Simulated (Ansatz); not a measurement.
## Property card for Ga

Method: Ansatz, DFT PBE, scalar-relativistic, plane waves, PAW.

Plane waves to 420 eV, a k mesh through Γ of 24×24×12 on the computed 2-atom cell and Gaussian smearing (0.10 eV); no spin polarisation.

The structure is relaxed at this level of theory with its symmetry kept, and needn't be the ground state of this composition.

```cif
data_structure
_symmetry_space_group_name_H-M 'P6_3/mmc'
_symmetry_Int_Tables_number 194
_cell_length_a 2.9857
_cell_length_b 2.9857
_cell_length_c 4.9456
_cell_angle_alpha 90.000
_cell_angle_beta 90.000
_cell_angle_gamma 120.000
_cell_volume 38.18
loop_
_atom_site_label
_atom_site_type_symbol
_atom_site_symmetry_multiplicity
_atom_site_Wyckoff_symbol
_atom_site_fract_x
_atom_site_fract_y
_atom_site_fract_z
_atom_site_occupancy
Ga1 Ga 2 d 0.66667 0.33333 0.25000 1
```

```json
{
  "Space group": "P6_3/mmc (No. 194)",
  "Volume per atom": "19.09 Å³",
  "Energy over the standard state (uncorrected)": "+0.029 eV/atom",
  "Kohn–Sham band gap": "none (metal)",
  "Density of states at the Fermi level": "0.8 states/eV per cell",
  "Orbital (Löwdin) character within 0.5 eV of the Fermi level": "Ga 4p 70 %, Ga 4s 27 %",
  "Bader charge by site (e)": "Ga (2 in the cell) 0.00"
}
```

The cell was found from a structure generator's guess, not taken from experiment. Löwdin shares on free-atom orbitals overweight diffuse shells.
